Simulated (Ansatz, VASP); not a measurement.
Cs in VASP and in Ansatz

```
Cs
1.0
     4.20811    2.42955    1.74985
    -4.20811    2.42955    1.74985
     0.00000   -4.85911    1.74985
Cs
1
Cartesian
  0.0000 0.0000 2.6248
```

Alike in both runs: functional PBEsol; k mesh 12 × 12 × 12; occupations gaussian, width 0.1 eV; no spin polarisation.

Ansatz relaxed the structure, and its values are those at the end. VASP's run is a single point on that final structure, the one shown.

```csv
,VASP,Ansatz
version,VASP 6.6.1,Ansatz 0.2.0
potentials or method,"VASP PAW PBE potentials, release 64 (Cs_sv)","scalar-relativistic, plane waves, PAW"
plane-wave cutoff (eV),520,420
valence electrons in the cell,9,9
```

|  | VASP | Ansatz | Ansatz less VASP |
| --- | --- | --- | --- |
| gap on the k mesh at the Fermi level (eV) | none | none | - |
| pressure (GPa) | 0.0 | 0.0 | +0.01 |

A gap of «none» marks a metal or a gap that the smearing closes.

Caveats: the PAW data sets were made with another functional, which shifts forces and pressure a little (VASP). The runs have no spin-orbit coupling, so splittings on Cs are missing.
